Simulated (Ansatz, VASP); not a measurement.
# Two plane-wave programs on C

```
C
1.0
     2.46570   -0.00001    0.00000
     1.23286    2.13535    0.00000
     0.00000    0.00000   26.00154
C
2
Direct
  0.16562 0.16562 0.50000
  0.49896 0.49896 0.50000
```

Alike in both runs: functional PBE; dispersion D3(BJ); k mesh 21 × 21 × 1; occupations gaussian, width 0.1 eV; no spin polarisation.

Ansatz relaxed the structure, and its values are those at the end. VASP's run is a single point on that final structure, the one shown.

|  | VASP | Ansatz |
| --- | --- | --- |
| version | VASP 6.6.1 | Ansatz 0.2.0 |
| potentials or method | VASP PAW PBE potentials, release 64 (C) | scalar-relativistic, plane waves, PAW |
| plane-wave cutoff (eV) | 520 | 420 |
| valence electrons in the cell | 8 | 8 |

```tsv
	VASP	Ansatz	Ansatz less VASP
gap on the k mesh at the Fermi level (eV)	none	none	-
work function, face that differs most (eV)	4.24	4.24	-0.001
```

A gap of «none» marks a metal or a gap that the smearing closes. Ansatz warned: «near_symmetry_operations_not_taken».
